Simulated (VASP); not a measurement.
# MnS (P4_2/mmc) in VASP: further runs

The runs below take MnS through single point, with r2SCAN+U.

Everything below comes from runs of VASP 6.6.1. Logs are shortened: lines on timing, memory, paths and dates and some standing lists are left out, and cuts for length are marked.

## (1) The crystal as given

The structure is tetragonal, space group P4_2/mmc (No. 131). The conventional cell has a = 4.306 Å, b = 4.306 Å, c = 5.361 Å, α = 90.00°, β = 90.00°, γ = 90.00°. Around Mn (site symmetry mmm) lie 4 S at 2.54 Å. S (site symmetry -4m2) is surrounded by 4 Mn at 2.54 Å and 2 S at 2.68 Å.

Measurements of this composition are mostly on another form, of space group No. 225.

## (2) Single point, r2SCAN+U, collinear spin, ferromagnetic start

INCAR reads:

```
SYSTEM = MnS
  PREC = Accurate
  ENCUT = 520
  EDIFF = 1E-7
  ISMEAR = 0
  SIGMA = 0.05
  LREAL = .False.
  LASPH = .True.
  NELM = 150
  ALGO = Normal
  ISIF = 2
  LWAVE = .False.
  LCHARG = .False.
  ISPIN = 2
  MAGMOM = 4 4 0 0
  LORBIT = 11
  LMAXMIX = 4
  LDAU = .True.
  LDAUTYPE = 2
  LDAUL = 2 -1
  LDAUU = 3 0
  LDAUJ = 0 0
  LDAUPRINT = 1
  METAGGA = R2SCAN
  LMIXTAU = .True.
```

KPOINTS reads:

```
Automatic mesh
0
Gamma
  5 5 4
  0 0 0
```

POSCAR reads:

```
MnS
1.0
    4.3056791600      0.0000000000      0.0000000000
    0.0000000000      4.3056791600      0.0000000000
    0.0000000000      0.0000000000      5.3605806400
Mn S
2 2
Direct
    0.0000000000      0.5000000000      0.0000000000
    0.5000000000      0.0000000000      0.5000000000
    0.0000000000      0.0000000000      0.2500000000
    0.0000000000      0.0000000000      0.7500000000
```

Potentials or basis: VASP PAW PBE potentials, release 64 (Mn_pv, S).

Started as:

```sh
cat potpaw_PBE.64/Mn_pv/POTCAR potpaw_PBE.64/S/POTCAR > POTCAR
mpirun -np 1 vasp_std > vasp.out
```

OUTCAR:

```text
SYSTEM = MnS
   PREC = Accurate
   ENCUT = 520
   EDIFF = 1E-7
   ISMEAR = 0
   LREAL = .False.
   LASPH = .True.
   NELM = 150
   ISIF = 2
   ISPIN = 2
   LORBIT = 11
   METAGGA = R2SCAN

 ion  position               nearest neighbor table
   1  0.000  0.500  0.000-   3 2.54   4 2.54   3 2.54   4 2.54
   2  0.500  0.000  0.500-   3 2.54   4 2.54   3 2.54   4 2.54
   3  0.000  0.000  0.250-   1 2.54   2 2.54   1 2.54   2 2.54   4 2.68   4 2.68
   4  0.000  0.000  0.750-   1 2.54   2 2.54   1 2.54   2 2.54   3 2.68   3 2.68

  LATTYP: Found a simple tetragonal cell.
 ALAT       =     4.3056791600
 C/A-ratio  =     1.2450023424

  Lattice vectors:

 A1 = (   4.3056791600,   0.0000000000,   0.0000000000)
 A2 = (   0.0000000000,   4.3056791600,   0.0000000000)
 A3 = (   0.0000000000,   0.0000000000,   5.3605806400)

Analysis of symmetry for initial positions (statically):
=====================================================================
 Subroutine PRICEL returns:
 Original cell was already a primitive cell.

 Routine SETGRP: Setting up the symmetry group for a
 simple tetragonal supercell.

 Subroutine GETGRP returns: Found 16 space group operations
 (whereof  8 operations were pure point group operations)
 out of a pool of 16 trial point group operations.

The static configuration has the point symmetry D_2h.
 The point group associated with its full space group is D_4h.

Analysis of symmetry for dynamics (positions and initial velocities):
=====================================================================
 Subroutine PRICEL returns:
 Original cell was already a primitive cell.

 Routine SETGRP: Setting up the symmetry group for a
 simple tetragonal supercell.

 Subroutine GETGRP returns: Found 16 space group operations
 (whereof  8 operations were pure point group operations)
 out of a pool of 16 trial point group operations.

The dynamic configuration has the point symmetry D_2h.
 The point group associated with its full space group is D_4h.

Analysis of structural, dynamic, and magnetic symmetry:
=====================================================================
 Subroutine PRICEL returns:
 Original cell was already a primitive cell.

 Routine SETGRP: Setting up the symmetry group for a
 simple tetragonal supercell.

[... 206 lines left out ...]
  o =  0.9365  v =  1.0000  0.0000  0.0000  0.0000  0.0000  0.0000  0.0000  0.0000  0.0000  0.0000      0.0000  0.0000  0.0000  0.0000  0.0000  0.0000  0.0000  0.0000  0.0000  0.0000
  o =  0.9381  v =  0.0000 -1.0000  0.0000 -0.0000 -0.0000  0.0000  0.0000  0.0000  0.0000  0.0000      0.0000  0.0000  0.0000  0.0000  0.0000  0.0000  0.0000  0.0000  0.0000  0.0000
  o =  0.9506  v =  0.0000  0.0000 -0.0000 -1.0000  0.0000  0.0000  0.0000  0.0000  0.0000  0.0000      0.0000  0.0000  0.0000  0.0000  0.0000  0.0000  0.0000  0.0000  0.0000  0.0000

 number of electron      38.0000065 magnetization       9.2393919

 Free energy of the ion-electron system (eV)
  ---------------------------------------------------
  ext. energy  EPLUGINS =         0.00000000
  ---------------------------------------------------
  free energy    TOTEN  =       -44.63797137 eV

  energy without entropy =      -44.63377778  energy(sigma->0) =      -44.63587457

 E-fermi :   4.4087     XC(G=0):  -9.3621

 val. band max:        4.3653100608   @ k =   0.4000   0.4000   0.2500
 cond. band min:       4.4211828716   @ k =   0.4000   0.0000   0.2500
 fundamental gap:      0.0558728108
 Fermi energy:         4.4086873146

 spin component 1

 k-point     1 :       0.0000    0.0000    0.0000
  band No.  band energies     occupation
      1     -49.8692      1.00000
      2     -49.8692      1.00000
      3     -49.7680      1.00000
      4     -49.7663      1.00000
      5     -49.6352      1.00000
      6     -49.6352      1.00000
[... 529 lines left out ...]
     26       5.4479      0.00000
     27       9.2320      0.00000
 Fermi energy:         4.4086873146

 spin component 2

 k-point     1 :       0.0000    0.0000    0.0000
  band No.  band energies     occupation
      1     -43.5342      1.00000
      2     -43.5342      1.00000
      3     -43.4291      1.00000
      4     -43.4260      1.00000
      5     -43.4029      1.00000
      6     -43.4029      1.00000
[... 529 lines left out ...]
     26       7.8914      0.00000
     27      11.0363      0.00000

------------------------ aborting loop because EDIFF is reached ----------------------------------------

  FORCE on cell =-STRESS in cart. coord.  units (eV):
  Direction    XX          YY          ZZ          XY          YZ          ZX
  --------------------------------------------------------------------------------------
  -------------------------------------------------------------------------------------
  Total       -3.0850380     -3.0850380      6.0055408     -0.0000000      0.0000000      0.0000000
  in kB      -49.7365827    -49.7365827     96.8205490     -0.0000000      0.0000000      0.0000000
  external PRESSURE =      -0.8842055 kB  Pullay stress =       0.0000000 kB

 VOLUME and BASIS-vectors are now :
 -----------------------------------------------------------------------------
  energy-cutoff  :      520.00
  volume of cell :       99.38
      direct lattice vectors                 reciprocal lattice vectors
     4.305679160  0.000000000  0.000000000     0.232251397  0.000000000  0.000000000
     0.000000000  4.305679160  0.000000000     0.000000000  0.232251397  0.000000000
     0.000000000  0.000000000  5.360580640     0.000000000  0.000000000  0.186546956

 POSITION                                       TOTAL-FORCE (eV/Angst)
 -----------------------------------------------------------------------------------
      0.00000      2.15284      0.00000         0.000000      0.000000      0.000000
      2.15284      0.00000      2.68029         0.000000      0.000000      0.000000
      0.00000      0.00000      1.34015         0.000000     -0.000000      0.000000
      0.00000      0.00000      4.02044         0.000000      0.000000     -0.000000
 -----------------------------------------------------------------------------------
    total drift:                                0.000000      0.000000     -0.000000

  FREE ENERGIE OF THE ION-ELECTRON SYSTEM (eV)
  ---------------------------------------------------
  free  energy   TOTEN  =       -44.6379713657 eV

  energy  without entropy=      -44.6337777769  energy(sigma->0) =      -44.63587457

 total charge

# of ion       s       p       d       tot
------------------------------------------
    1        0.239   6.147   4.878  11.265
    2        0.239   6.147   4.878  11.265
    3        1.352   2.372   0.000   3.724
    4        1.352   2.372   0.000   3.724
--------------------------------------------------
tot          3.183  17.039   9.756  29.977

 magnetization (x)

# of ion       s       p       d       tot
------------------------------------------
    1        0.049   0.027   4.454   4.530
    2        0.049   0.027   4.454   4.530
    3        0.009  -0.093   0.000  -0.084
    4        0.009  -0.093   0.000  -0.084
--------------------------------------------------
tot          0.116  -0.133   8.908   8.892
```

OSZICAR:

```text
N       E                     dE             d eps       ncg     rms          rms(c)
DAV:   1     0.334126959261E+03    0.33413E+03   -0.21677E+04  2192   0.145E+03
DAV:   2    -0.229590612157E+02   -0.35709E+03   -0.34299E+03  2060   0.389E+02
[... 25 lines left out ...]
DAV:  28    -0.446379829107E+02    0.71986E-06   -0.11511E-05  2235   0.176E-02    0.555E-03
DAV:  29    -0.446379787427E+02    0.41680E-05   -0.73942E-05  2002   0.487E-02    0.408E-03
DAV:  30    -0.446379757930E+02    0.29497E-05   -0.18386E-05  2481   0.221E-02    0.401E-03
DAV:  31    -0.446379721347E+02    0.36583E-05   -0.17160E-05  2007   0.230E-02    0.438E-03
DAV:  32    -0.446379714079E+02    0.72684E-06   -0.41093E-06  2484   0.103E-02    0.514E-03
DAV:  33    -0.446379713657E+02    0.42173E-07   -0.14193E-07  1585   0.211E-03
   1 F= -.44637971E+02 E0= -.44635875E+02  d E =-.419359E-02  mag=     9.2386
```

Run time: 3.6 min. Hardware: 1 thread of Intel Xeon 6975P-C (Granite Rapids), shared host; peak memory 0.28 GiB.

Results:

| Item | Value |
| --- | --- |
| Free energy | -44.6380 eV |
| Pressure | -0.1 GPa |
| Band gap on the k mesh | none (metal or under the smearing width) |
| Net moment | 9.24 μB per cell |
| Site moments | Mn +4.53; S -0.08 μB |
| Valence electrons inside the program's atomic spheres | Mn 11.27; S 3.72 |

Eigenvalues of the final occupation matrices:
| site | spin | trace | eigenvalues |
| --- | --- | --- | --- |
| site 1 d | 1 | 4.68 | 0.92 0.93 0.94 0.94 0.95 |
| site 1 d | 2 | 0.22 | 0.01 0.01 0.01 0.08 0.10 |
| site 2 d | 1 | 4.68 | 0.92 0.93 0.94 0.94 0.95 |
| site 2 d | 2 | 0.22 | 0.01 0.01 0.01 0.08 0.10 |

Caveat: the PAW data sets were made with another functional, which shifts forces and pressure a little; only a ferromagnetic start was run, and an antiferromagnetic order may lie lower in energy.

## (3) Single point, r2SCAN+U, collinear spin, antiferromagnetic start

INCAR reads:

```
SYSTEM = MnS
ALGO     = Normal         ! electronic algorithm
EDIFF    = 1E-6           ! SCF threshold, eV
ENCUT    = 520            ! plane-wave cutoff, eV
ISIF     = 2              ! what is computed and relaxed
ISMEAR   = 0              ! smearing method
ISPIN    = 2              ! spin polarisation
LASPH    = .True.         ! aspherical terms in the spheres
LCHARG   = .False.        ! write CHGCAR
LDAU     = .True.         ! DFT+U
LDAUJ    = 0 0          
LDAUL    = 2 -1           ! shell
LDAUPRINT= 1            
LDAUTYPE = 2            
LDAUU    = 3 0            ! U, eV
LMAXMIX  = 4              ! l up to which the mixer works
LMIXTAU  = .True.       
LORBIT   = 11             ! projections on sites
LREAL    = .False.        ! projectors in reciprocal space
LWAVE    = .False.        ! write WAVECAR
MAGMOM   = 4 -4 0 0       ! initial moments
METAGGA  = R2SCAN         ! meta-GGA
NBANDS   = 31             ! bands
NELM     = 150            ! most SCF steps
PREC     = Accurate       ! precision mode
SIGMA    = 0.05           ! smearing width, eV
```

KPOINTS reads:

```
k-points
0
Gamma
  5 5 4
  0 0 0
```

POSCAR is that of step 2.

Potentials or basis: VASP PAW PBE potentials, release 64 (Mn_pv, S).

Started as:

```sh
cat potpaw_PBE.64/Mn_pv/POTCAR potpaw_PBE.64/S/POTCAR > POTCAR
mpirun -np 1 vasp_std > vasp.out
```

It took 2.1 min on 1 thread of Intel Xeon 6975P-C (Granite Rapids), shared host; peak memory 0.27 GiB.

Results (log left out):

```yaml
Free_energy: -44.5896 eV
Pressure: 1.0 GPa
Band_gap_on_the_k_mesh: none (metal or under the smearing width)
Net_moment: 0.00 μB per cell
Site_moments: Mn +4.54, -4.54; S +0.00 μB
Valence_electrons_inside_the_program's_atomic_spheres: Mn 11.27; S 3.74
```

Stress tensor (GPa, compression positive):
```
-6.67  0.00  0.00
 0.00 -6.67  0.00
 0.00  0.00 16.37
```

Levels at points of the mesh, in eV from the Fermi level:
Spin up:
```tsv
k point	band 16	band 17	band 18	band 19	band 20	band 21	band 22	band 23
(0.00, 0.00, 0.00)	-4.80	-3.36	-1.28	-1.11	1.50	1.66	2.12	2.14
(0.00, 0.00, 0.50)	-3.81	-3.56	-2.94	-2.16	-0.40	0.11	2.07	2.12
```
Spin down:
```
           k point  band 17  band 18  band 19  band 20  band 21  band 22
(0.00, 0.00, 0.00)    -3.36    -1.28    -1.11     1.50     1.66     2.12
(0.00, 0.00, 0.50)    -3.56    -2.94    -2.16    -0.40     0.11     2.07
```

Eigenvalues of the final occupation matrices:
```csv
site,spin,trace,eigenvalues
site 1 d,1,4.68,0.92 0.93 0.94 0.94 0.95
site 1 d,2,0.21,0.01 0.01 0.02 0.05 0.12
site 2 d,1,0.21,0.01 0.01 0.02 0.05 0.12
site 2 d,2,4.68,0.92 0.93 0.94 0.94 0.95
```

Caveat: the PAW data sets were made with another functional, which shifts forces and pressure a little. The state reached can hang on the start; a lower one may exist.

(Part 1 of 2 ends here.)
